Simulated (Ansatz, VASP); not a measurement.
## As: VASP beside Ansatz

```xyz
2
Lattice="0.0000 3.0533 3.0533 3.0533 0.0000 3.0533 3.0533 3.0533 0.0000" Properties=species:S:1:pos:R:3 pbc="T T T"
As   -0.7633   -0.7633   -0.7633
As    0.7633    0.7633    0.7633
```

Alike in both runs: functional PBE; k mesh 12 × 12 × 12; occupations fermi-dirac, width 0.05 eV; no spin polarisation.

Ansatz relaxed the structure, and its values are those at the end. VASP's run is a single point on that final structure, the one shown.

```csv
,VASP,Ansatz
version,VASP 6.6.1,Ansatz 0.2.0
potentials or method,"VASP PAW PBE potentials, release 64 (As), cutoff 520 eV","all-electron LAPW, scalar-relativistic"
```

Ansatz gave:

| Quantity | Value |
| --- | --- |
| pressure (GPa) | 0.0 |

Task: What did VASP give for the same quantities?

Result: Pressure (GPa): 0.1.

Ansatz ran all-electron here, so the differences hold the error of VASP's frozen core and of both bases.
